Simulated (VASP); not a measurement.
# CrCuO2 (R-3m) in VASP: further runs, part 2 of 2

VASP 6.6.1.

### Step 3. Single point, PBE, collinear spin, ferromagnetic start

Input file INCAR:

```
ALGO = Normal
EDIFF = 1E-7
ENCUT = 520
GGA = PE
ISIF = 2
ISMEAR = -1
ISPIN = 2
LASPH = T
LCHARG = F
LMAXMIX = 4
LORBIT = 11
LREAL = F
LWAVE = F
MAGMOM = 0.6 3 0 0
NBANDS = 30
NELM = 150
PREC = Accurate
SIGMA = 0.05
```

Input file KPOINTS:

```
k-points
0
Gamma
  10 10 10
```

Input file POSCAR:

```
CrCuO2
1.0
    1.4867000000      0.8583466452      5.7000000000
   -1.4867000000      0.8583466452      5.7000000000
    0.0000000000     -1.7166932904      5.7000000000
Cu Cr O
1 1 2
Direct
    0.0000000000      0.0000000000      0.0000000000
    0.5000000000      0.5000000000      0.5000000000
    0.8920800000      0.8920800000      0.8920800000
    0.1079200000      0.1079200000      0.1079200000
```

Potentials or basis: VASP PAW PBE potentials, release 64 (Cu, Cr_pv, O).

On the command line:

```
cat potpaw_PBE.64/Cu/POTCAR potpaw_PBE.64/Cr_pv/POTCAR potpaw_PBE.64/O/POTCAR > POTCAR
mpirun -np 1 vasp_std > vasp.out
```

OUTCAR:

```text
EDIFF = 1E-7
   ENCUT = 520
   GGA = PE
   ISIF = 2
   ISMEAR = -1
   ISPIN = 2
   LASPH = T
   LORBIT = 11
   LREAL = F
   NELM = 150
   PREC = Accurate

 ion  position               nearest neighbor table
   1  0.000  0.000  0.000-   3 1.85   4 1.85
   2  0.500  0.500  0.500-   4 1.99   3 1.99   4 1.99   4 1.99   3 1.99   3 1.99
   3  0.892  0.892  0.892-   1 1.85   2 1.99   2 1.99   2 1.99
   4  0.108  0.108  0.108-   1 1.85   2 1.99   2 1.99   2 1.99

  LATTYP: Found a trigonal (rhomboedric) cell.
 ALAT       =     5.9529014651
 COS(alpha) =     0.8752561078

  Lattice vectors:

 A1 = (   1.4867000000,   0.8583466452,   5.7000000000)
 A2 = (  -1.4867000000,   0.8583466452,   5.7000000000)
 A3 = (   0.0000000000,  -1.7166932904,   5.7000000000)

Analysis of symmetry for initial positions (statically):
=====================================================================
 Subroutine PRICEL returns:
 Original cell was already a primitive cell.

 Routine SETGRP: Setting up the symmetry group for a
 trigonal (rhombohedral) supercell.

 Subroutine GETGRP returns: Found 12 space group operations
 (whereof 12 operations were pure point group operations)
 out of a pool of 12 trial point group operations.

The static configuration has the point symmetry D_3d.

Analysis of symmetry for dynamics (positions and initial velocities):
=====================================================================
 Subroutine PRICEL returns:
 Original cell was already a primitive cell.

 Routine SETGRP: Setting up the symmetry group for a
 trigonal (rhombohedral) supercell.

 Subroutine GETGRP returns: Found 12 space group operations
 (whereof 12 operations were pure point group operations)
 out of a pool of 12 trial point group operations.

The dynamic configuration has the point symmetry D_3d.

Analysis of structural, dynamic, and magnetic symmetry:
=====================================================================
 Subroutine PRICEL returns:
 Original cell was already a primitive cell.

 Routine SETGRP: Setting up the symmetry group for a
 trigonal (rhombohedral) supercell.

 Subroutine GETGRP returns: Found 12 space group operations
 (whereof 12 operations were pure point group operations)
 out of a pool of 12 trial point group operations.

The overall configuration has the point symmetry D_3d.

 Subroutine INISYM returns: Found 12 space group operations
 (whereof 12 operations are pure point group operations),
 and found     1 'primitive' translations

----------------------------------------------------------------------------------------

                                     Primitive cell

  volume of cell :      43.6428

  direct lattice vectors                    reciprocal lattice vectors
     1.486700000  0.858346645  5.700000000     0.336315329  0.194171746  0.058479532
    -1.486700000  0.858346645  5.700000000    -0.336315329  0.194171746  0.058479532
     0.000000000 -1.716693290  5.700000000     0.000000000 -0.388343492  0.058479532

  length of vectors
     5.952901465  5.952901465  5.952901465     0.392721941  0.392721941  0.392721941

  position of ions in fractional coordinates (direct lattice)
[... 81 lines left out ...]
   ENCUT  =  520.0 eV  38.22 Ry    6.18 a.u.  11.07 11.07 11.07*2*pi/ulx,y,z
   NELM   =    150;   NELMIN=  2; NELMDL= -5     # of ELM steps
   EDIFF  = 0.1E-06   stopping-criterion for ELM
   LREAL  =      F    real-space projection
   EDIFFG = 0.1E-05   stopping-criterion for IOM
   NSW    =      0    number of steps for IOM
   IBRION =     -1    ionic relax: 0-MD 1-quasi-New 2-CG
   NFREE  =      0    steps in history (QN), initial steepest desc. (CG)
   ISIF   =      2    stress and relaxation
   ISYM   =      2    0-nonsym 1-usesym 2-fastsym
   POTIM  = 0.5000    time-step for ionic-motion
   TEBEG  =    0.0;   TEEND  =   0.0 temperature during run
   PSTRESS=    0.0 pullay stress
   NELECT =      35.0000    total number of electrons
   NUPDOWN=      -1.0000    fix difference up-down
   EMIN   =  10.00;   EMAX   =-10.00  energy-range for DOS
   EFERMI =   0.00;   METHOD = LEGACY
   ISMEAR =    -1;   SIGMA  =   0.05  broadening in eV -4-tet -1-fermi 0-gaus
   EFERMI_NEDOS =   21; number of points for ismear=-14 and -15
   IALGO  =     38    algorithm
   IMIX   =      4    mixing-type and parameters
     AMIX     =   0.40;   BMIX     =  1.00
     AMIX_MAG =   1.60;   BMIX_MAG =  1.00
  volume/ion in A,a.u.               =      10.91        73.63
  Fermi-wavevector in a.u.,A,eV,Ry     =   1.520992  2.874257 31.475925  2.313415
  Thomas-Fermi vector in A             =   2.629767
   LORBIT       =     11    0 simple, 1 ext, 2 COOP (PROOUT), +10 PAW based schemes
   GGA     = PE    functional components
   LHFCALC =     F    Hartree Fock is set to
   AEXX    =    0.0000 exact exchange contribution
   IVDW    =     0    specifies the selected vdW correction
   LEPSILON=     F    determine dielectric tensor
   LRPA    =     F    only Hartree local field effects (RPA)
 spin polarized calculation
  energy-cutoff  :      520.00
  volume of cell :       43.64
 maximum number of plane-waves:      1215
 NGX is ok and might be reduce to    48
   NGX = 23   NGY = 23   NGZ = 23

 number of electron      34.9999997 magnetization       3.0000010

 Free energy of the ion-electron system (eV)
  ---------------------------------------------------
  ext. energy  EPLUGINS =         0.00000000
  ---------------------------------------------------
  free energy    TOTEN  =       -28.88282604 eV

  energy without entropy =      -28.88282537  energy(sigma->0) =      -28.88282571

 E-fermi :   6.6479     XC(G=0): -11.5966

 val. band max:        6.0667126823   @ k =  -0.2000   0.5000   0.2000
 cond. band min:       7.1713562298   @ k =   0.4000   0.4000   0.1000
 fundamental gap:      1.1046435475
 Fermi energy:         6.6478753590

 spin component 1

 k-point     1 :       0.0000    0.0000    0.0000
  band No.  band energies     occupation
      1     -38.2926      1.00000
      2     -38.2291      1.00000
      3     -38.2291      1.00000
      4     -14.2460      1.00000
      5     -12.7368      1.00000
      6      -2.2173      1.00000
[... 757 lines left out ...]
     28      18.7479      0.00000
     29      20.6669      0.00000

 [... further k-points ...]

 spin component 2

 k-point     1 :       0.0000    0.0000    0.0000
  band No.  band energies     occupation
      1     -35.3401      1.00000
      2     -35.3401      1.00000
      3     -35.3374      1.00000
      4     -14.1526      1.00000
      5     -12.6887      1.00000
      6      -1.8672      1.00000
[... 757 lines left out ...]
     28      19.5764      0.00000
     29      21.4253      0.00000

 [... further k-points ...]

 [bands above 29 left out]

------------------------ aborting loop because EDIFF is reached ----------------------------------------

  FORCE on cell =-STRESS in cart. coord.  units (eV):
  Direction    XX          YY          ZZ          XY          YZ          ZX
  --------------------------------------------------------------------------------------
  -------------------------------------------------------------------------------------
  Total        1.2917462      1.2917462      1.3822910      0.0000000      0.0000000     -0.0000000
  in kB       47.4215368     47.4215368     50.7455423      0.0000000      0.0000000     -0.0000000
  external PRESSURE =      48.5295386 kB  Pullay stress =       0.0000000 kB

 VOLUME and BASIS-vectors are now :
 -----------------------------------------------------------------------------
  energy-cutoff  :      520.00
  volume of cell :       43.64
      direct lattice vectors                 reciprocal lattice vectors
     1.486700000  0.858346645  5.700000000     0.336315329  0.194171746  0.058479532
    -1.486700000  0.858346645  5.700000000    -0.336315329  0.194171746  0.058479532
     0.000000000 -1.716693290  5.700000000     0.000000000 -0.388343492  0.058479532

 POSITION                                       TOTAL-FORCE (eV/Angst)
 -----------------------------------------------------------------------------------
      0.00000      0.00000      0.00000         0.000000      0.000000      0.000000
      0.00000      0.00000      8.55000         0.000000      0.000000      0.000000
      0.00000      0.00000     15.25457         0.000000     -0.000000     -0.044725
      0.00000      0.00000      1.84543         0.000000      0.000000      0.044725
 -----------------------------------------------------------------------------------
    total drift:                                0.000000      0.000000     -0.000000

  FREE ENERGIE OF THE ION-ELECTRON SYSTEM (eV)
  ---------------------------------------------------
  free  energy   TOTEN  =       -28.8828260373 eV

  energy  without entropy=      -28.8828253734  energy(sigma->0) =      -28.88282571

 total charge

# of ion       s       p       d       tot
------------------------------------------
    1        0.430   0.317   9.217   9.965
    2        0.296   6.347   4.103  10.745
    3        1.554   3.502   0.000   5.056
    4        1.554   3.502   0.000   5.056
--------------------------------------------------
tot          3.833  13.669  13.320  30.822

 magnetization (x)

# of ion       s       p       d       tot
------------------------------------------
    1        0.019   0.009   0.004   0.033
    2        0.029   0.027   2.771   2.827
    3       -0.001   0.000   0.000  -0.001
    4       -0.001   0.000   0.000  -0.001
--------------------------------------------------
tot          0.046   0.036   2.775   2.857
```

stdout:

```text
POSCAR found type information on POSCAR CuCrO
 POSCAR found :  3 types and       4 ions
 scaLAPACK will be used
 LDA part: xc-table for (Slater+PW92), standard interpolation
 POSCAR, INCAR and KPOINTS ok, starting setup
 FFT: planning ... GRIDC
 FFT: planning ... GRID_SOFT
 FFT: planning ... GRID
 WAVECAR not read
 entering main loop
```

Wall time 17 min (1 thread of Intel Xeon Platinum 8375C at 2.90GHz (Ice Lake), shared host); peak memory 0.56 GiB.

What came out:

- Free energy: -28.8828 eV
- Pressure: 4.9 GPa
- Largest force: 0.045 eV/Å
- Band gap on the k mesh: 1.10 eV, indirect (least direct gap 1.27 eV)
- Net moment: 3.00 μB per cell
- Site moments: Cu +0.03; Cr +2.83; O -0.00 μB
- Valence electrons inside the program's atomic spheres: Cu 9.96; Cr 10.74; O 5.06

Forces on the atoms (eV/Å):
```
Cu   0.000  0.000  0.000
Cr   0.000  0.000  0.000
O    0.000  0.000 -0.045
O    0.000  0.000  0.045
```

Caveat: only a ferromagnetic start was run, and an antiferromagnetic order may lie lower in energy.
